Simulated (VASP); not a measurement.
## VASP 6.6.1 run: KF

INCAR

```
LREAL = .FALSE.
NBANDS = 15
NELM = 120
NSW = 0
LWAVE = .FALSE.
LASPH = .TRUE.
LCHARG = .FALSE.
GGA = PE
PREC = Accurate
ENCUT = 520
EDIFF = 1E-7
SIGMA = 0.02
ISMEAR = -1
IBRION = -1
ALGO = Conjugate
ISIF = 2
```

KPOINTS

```
KPOINTS created by Atomic Simulation Environment
0
Gamma
3 3 3
0 0 0
```

POSCAR

```
K  F
 1.0000000000000000
     3.1051209410000000    0.0000000000000000    0.0000000000000000
     0.0000000000000000    3.1051209410000000    0.0000000000000000
     0.0000000000000000    0.0000000000000000    3.1788707423000000
 K   F
   1   1
Cartesian
  0.0000000000000000  0.0000000000000000  0.0000000000000000
  1.5525604705000000  1.5525604705000000  1.5894353711500004
```

The recommended PBE PAW datasets give the neutral cell 16 valence electrons.

Command

```
mpirun -np 1 vasp_std
```

OSZICAR

```
N       E                     dE             d eps       ncg     rms           ort
DAV:   1     0.989820251889E+02    0.98982E+02   -0.96546E+03    90   0.111E+03
DAV:   2    -0.597110761904E+01   -0.10495E+03   -0.98830E+02    90   0.286E+02
DAV:   3    -0.912951321888E+01   -0.31584E+01   -0.31502E+01    90   0.438E+01
DAV:   4    -0.920503164050E+01   -0.75518E-01   -0.75501E-01    90   0.684E+00
DAV:   5    -0.920773518004E+01   -0.27035E-02   -0.27035E-02    90   0.105E+00
SDA:   6    -0.607127113046E+01    0.31365E+01   -0.27035E-02    90   0.849E+01   0.000E+00
CGA:   7    -0.777159408297E+01   -0.17003E+01   -0.17004E+01    90   0.501E+00  -0.189E+00
CGA:   8    -0.797382546684E+01   -0.20223E+00   -0.20577E+00    90   0.119E+00  -0.185E-01
CGA:   9    -0.801615076277E+01   -0.42325E-01   -0.42522E-01    90   0.716E-02  -0.122E-02
CGA:  10    -0.801843133577E+01   -0.22806E-02   -0.22815E-02    90   0.509E-03  -0.117E-04
CGA:  11    -0.801862170481E+01   -0.19037E-03   -0.18958E-03    90   0.590E-04   0.621E-05
CGA:  12    -0.801864983382E+01   -0.28129E-04   -0.28021E-04    90   0.147E-04   0.509E-06
CGA:  13    -0.801865936422E+01   -0.95304E-05   -0.99456E-05    90   0.665E-05  -0.106E-05
CGA:  14    -0.801866160523E+01   -0.22410E-05   -0.22346E-05    90   0.179E-05   0.148E-06
CGA:  15    -0.801866239560E+01   -0.79037E-06   -0.82798E-06    90   0.480E-06  -0.292E-06
CGA:  16    -0.801866265692E+01   -0.26132E-06   -0.26328E-06    90   0.144E-06  -0.112E-06
SDA:  17    -0.801866267342E+01   -0.16504E-07   -0.23862E-07    90   0.595E-07   0.555E-07
   1 F= -.80186627E+01 E0= -.80186627E+01  d E =-.187227E-12
```

From OUTCAR

```
k-points           NKPTS =      6   k-points in BZ     NKDIM =      6   number of bands    NBANDS=     15

   NELECT =      16.0000    total number of electrons

   dimension x,y,z NGX =    24 NGY =   24 NGZ =   24
   dimension x,y,z NGXF=    48 NGYF=   48 NGZF=   48

  energy-cutoff  :      520.00
  volume of cell :       30.65
      direct lattice vectors                 reciprocal lattice vectors
     3.105120941  0.000000000  0.000000000     0.322048648  0.000000000  0.000000000
     0.000000000  3.105120941  0.000000000     0.000000000  0.322048648  0.000000000
     0.000000000  0.000000000  3.178870742     0.000000000  0.000000000  0.314577119

 k-points in reciprocal lattice and weights: KPOINTS created by Atomic Simulation Env
   0.00000000  0.00000000  0.00000000       0.037
   0.33333333  0.00000000  0.00000000       0.148
   0.33333333  0.33333333  0.00000000       0.148
   0.00000000  0.00000000  0.33333333       0.074
   0.33333333  0.00000000  0.33333333       0.296
   0.33333333  0.33333333  0.33333333       0.296

 E-fermi :  -1.0690

 k-point     1 :       0.0000    0.0000    0.0000
  band No.  band energies     occupation
      1     -28.3981      2.00000
      2     -20.6233      2.00000
      3     -11.3071      2.00000
      4     -11.2267      2.00000
      5     -11.2267      2.00000
      6      -1.6974      2.00000
      7      -1.6120      2.00000
      8      -1.6120      2.00000
      9       5.5448      0.00000
     10       6.7670      0.00000
     11       6.8211      0.00000
     12      12.9040      0.00000
     13      12.9040      0.00000
     14      13.0776      0.00000
     15      20.8215      0.00000

 k-point     2 :       0.3333    0.0000    0.0000
  band No.  band energies     occupation
      1     -28.2394      2.00000
      2     -20.6800      2.00000
      3     -11.9390      2.00000
      4     -11.1740      2.00000
      5     -11.1025      2.00000
      6      -2.7152      2.00000
      7      -1.8425      2.00000
      8      -1.7295      2.00000
      9       7.5793      0.00000
     10       7.8456      0.00000
     11       9.4265      0.00000
     12      11.6160      0.00000
     13      11.7627      0.00000
     14      13.2165      0.00000
     15      16.9018      0.00000

 k-point     3 :       0.3333    0.3333    0.0000
  band No.  band energies     occupation
      1     -28.1050      2.00000
      2     -20.5936      2.00000
      3     -12.0678      2.00000
      4     -11.9450      2.00000
      5     -11.0724      2.00000
      6      -2.4217      2.00000
      7      -2.1289      2.00000
      8      -1.7570      2.00000
      9       7.7926      0.00000
     10       8.1207      0.00000
     11      11.0341      0.00000
     12      11.0393      0.00000
     13      11.3815      0.00000
     14      12.0511      0.00000
     15      17.2845      0.00000

 k-point     4 :       0.0000    0.0000    0.3333
  band No.  band energies     occupation
      1     -28.2652      2.00000
      2     -20.6972      2.00000
      3     -11.8637      2.00000
      4     -11.1196      2.00000
      5     -11.1196      2.00000
      6      -2.7214      2.00000
      7      -1.7460      2.00000
      8      -1.7460      2.00000
      9       7.5290      0.00000
     10       7.6933      0.00000
     11       9.2615      0.00000
     12      11.8717      0.00000
     13      11.8717      0.00000
     14      13.3344      0.00000
     15      16.9946      0.00000

 ...

  Total        1.2177825      1.2177825      0.7675500      0.0000000      0.0000000      0.0000000
  in kB       63.6576188     63.6576188     40.1224422      0.0000000      0.0000000      0.0000000
  external PRESSURE =      55.8125600 kB  Pullay stress =       0.0000000 kB

 POSITION                                       TOTAL-FORCE (eV/Angst)
 -----------------------------------------------------------------------------------
      0.00000      0.00000      0.00000         0.000000      0.000000      0.000000
      1.55256      1.55256      1.58944         0.000000      0.000000      0.000000
 -----------------------------------------------------------------------------------
    total drift:                                0.000000      0.000000     -0.000000

  FREE ENERGIE OF THE ION-ELECTRON SYSTEM (eV)
  ---------------------------------------------------
  free  energy   TOTEN  =        -8.0186626734 eV

  energy  without entropy=       -8.0186626734  energy(sigma->0) =       -8.01866267
```

It converged. Results: gap between bands v and c on the k mesh 7.16 eV; least direct gap on the k mesh 7.16 eV; pressure 5.6 GPa. Band v is the last that the valence electrons fill when counted band by band, and c is the next.

For comparison, a separate PBE run of the intended cell, on usual settings and not on those above, gives a gap of 7.14 eV on its mesh and a pressure of 5.5 GPa.

The run above took about 7.8 s on one core of a shared host (Intel Xeon Platinum 8488C) and held 0.13 GiB at most.
